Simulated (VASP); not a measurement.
## VASP inputs for CdF2 (strained fluorite)

INCAR

```
IBRION = -1
NSW = 0
NELM = 120
ISIF = 2
LREAL = .FALSE.
METAGGA = R2SCAN
SIGMA = 0.01
LCHARG = .FALSE.
ISMEAR = 0
ENCUT = 520
EDIFF = 1E-7
NBANDS = 20
ALGO = Normal
LWAVE = .FALSE.
PREC = Accurate
LASPH = .TRUE.
```

KPOINTS

```
KPOINTS created by Atomic Simulation Environment
0
Gamma
8 8 8
0 0 0
```

KPOINTS_OPT

```
special points
7
Reciprocal
0.0000000000 0.0000000000 0.0000000000 1
0.5000000000 0.0000000000 0.5000000000 1
0.6250000000 0.2500000000 0.6250000000 1
0.3750000000 0.3750000000 0.7500000000 1
0.5000000000 0.5000000000 0.5000000000 1
0.5000000000 0.2500000000 0.7500000000 1
0.2552080000 -0.5000000000 -0.2447920000 1
```

POSCAR

```
Cd F
 1.0000000000000000
     0.0000000000000000    2.6941776810000002    2.6941776810000002
     2.6807067926000001    0.0000000000000000    2.6941776810000002
     2.6807067926000001    2.6941776810000002    0.0000000000000000
 Cd  F
   1   2
Cartesian
  0.0000000000000000  0.0000000000000000  0.0000000000000000
  1.3403533963000001  1.3470888405000001  1.3470888405000001
  4.0210601888999999  4.0412665215000008  4.0412665215000008
```

VASP ran with the recommended PBE PAW datasets (26 valence electrons in the cell).

Problem. Estimate the main results of this run.

Solution. gap between bands v and c 3.77 eV; least direct gap 4.26 eV; pressure 1.6 GPa.

Band v is the last that the valence electrons fill when counted band by band, and c is the next. Levels in eV from the top of v:

| point | v−1 | v | c | c+1 |
| --- | --- | --- | --- | --- |
| Γ | -0.49 | -0.49 | 3.77 | 13.62 |
| X | -0.10 | -0.08 | 8.92 | 10.58 |
| K | -0.36 | -0.20 | 8.87 | 11.58 |
| L | -0.40 | -0.40 | 8.02 | 9.71 |
| W | -0.63 | -0.01 | 8.99 | 11.86 |
